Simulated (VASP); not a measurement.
Runs of VASP 6.6.1 on Ca. Symmetry: Fm-3m, No. 225, cubic system. Conventional cell: a = 5.588 Å, b = 5.588 Å, c = 5.588 Å, α = 90.00°, β = 90.00°, γ = 90.00°. Around Ca (site symmetry m-3m) lie 12 Ca at 3.95 Å. 

| task | level | potentials or basis | cutoff (eV) | smearing | gap on the mesh (eV) | pressure (GPa) |
| --- | --- | --- | --- | --- | --- | --- |
| single point | LDA | VASP PAW LDA potentials, release 64 (Ca_sv) | 520 | gaussian 0.05 eV | none | -2.2 |
| single point | RPBE | VASP PAW PBE potentials, release 64 (Ca_sv_GW) | 550 | gaussian 0.05 eV | none | 0.2 |
| single point | PBE | VASP PAW PBE potentials, release 64 (Ca_sv) | 520 | gaussian 0.1 eV | none | -0.6 |
| density of states | r2SCAN | VASP PAW PBE potentials, release 54 (Ca_sv) | 520 | tetrahedron | none | (a) |
| single point | PBE | VASP PAW PBE potentials, release 64 (Ca_sv) | 520 | fermi-dirac 0.05 eV | none | (b) |

Alike in all rows: no spin polarisation; cell as given; k mesh 8 × 8 × 8.

Q: Fill in the values left out.

A: (a) -0.3; (b) -0.5.

Caveats: the PAW data sets were made with another functional, which shifts forces and pressure a little (some runs).

A k mesh can miss the band edges.

A gap of «none» marks a metal or a gap under the smearing width.

Not every run made on this cell is shown here.
